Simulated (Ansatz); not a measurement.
# WC (Qusongite) under changes of volume

One of the cells (10.376 Å³/atom); the others are scaled copies at fixed shape and fractional positions:

```
W C
1.0
     2.90650    0.00000    0.00000
    -1.45325    2.51710    0.00000
     0.00000    0.00000    2.83660
W C
1 1
Direct
  0.00000 0.00000 0.00000
  0.66667 0.33333 0.50000
```

```yaml
Program: Ansatz 0.2.0
Functional: PBEsol
Potentials_or_basis: Ansatz PAW
Cutoff: "420 eV (not typed: the program's choice for these potentials)"
k_mesh: 10 × 10 × 9
Occupations: fermi-dirac, width 0.05 eV
Spin: no spin polarisation
```

```csv
volume (Å³/atom),energy over the lowest point (meV/atom),pressure (GPa)
9.754,38.10,24.5
9.961,13.11,14.2
10.169,0.82,4.9
10.376,0.00,-3.5
10.584,9.50,-11.0
10.791,28.23,-17.8
10.999,?,?
```

Problem. What does the run at 10.999 Å³/atom give?

Solution. Energy over the lowest point 55.31 meV/atom; pressure -23.9 GPa.

Worked out: A Birch-Murnaghan fit of order 3 (a polynomial in V^(-2/3)) to the other rows has its minimum at 10.29 Å³/atom with B0 = V·E''(V) = 413 GPa and B' = 4.3 at fixed shape and positions, which overstates the stiffness. It gives 55.39 meV/atom at 10.999 Å³/atom, against the run's 55.31, and -dE/dV = -23.9 GPa, against -23.9.

Energies are extrapolated to zero smearing.

Caveats: the PAW data sets come from PBE, with cores solved anew for the run's functional, which leaves a small shift of forces and pressure.
